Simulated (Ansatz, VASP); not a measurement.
# Two plane-wave programs on NaH

```xyz
2
Lattice="0.0000 2.4445 2.4445 2.4445 0.0000 2.4445 2.4445 2.4445 0.0000" Properties=species:S:1:pos:R:3 pbc="T T T"
Na    0.0000    0.0000    0.0000
H     2.4445    2.4445    2.4445
```

Alike in both runs: task single point; functional r2SCAN; k mesh 8 × 8 × 8; no spin polarisation.

|  | VASP | Ansatz |
| --- | --- | --- |
| version | VASP 6.6.1 | Ansatz 0.2.0 |
| potentials or method | VASP PAW PBE potentials, release 64 (Na_pv, H) | plane waves, PAW |
| plane-wave cutoff (eV) | 520 | 500 |
| occupations | gaussian, width 0.01 eV | fixed |
| valence electrons in the cell | 8 | 10 |

Ansatz gave:

| Property | Result |
| --- | --- |
| gap on the k mesh at the Fermi level (eV) | 4.30 |
| pressure (GPa) | -1.3 |

Problem. What did VASP give for the same quantities?

Solution. gap on the k mesh at the Fermi level (eV): 4.31; pressure (GPa): -1.4.

The two sets of potentials don't hold the same shells in valence.

Caveats: the PAW data sets were made with another functional, which shifts forces and pressure a little (VASP). A k mesh can miss the band edges. r2SCAN opens gaps a little over a GGA but as a rule still falls short of measured ones.
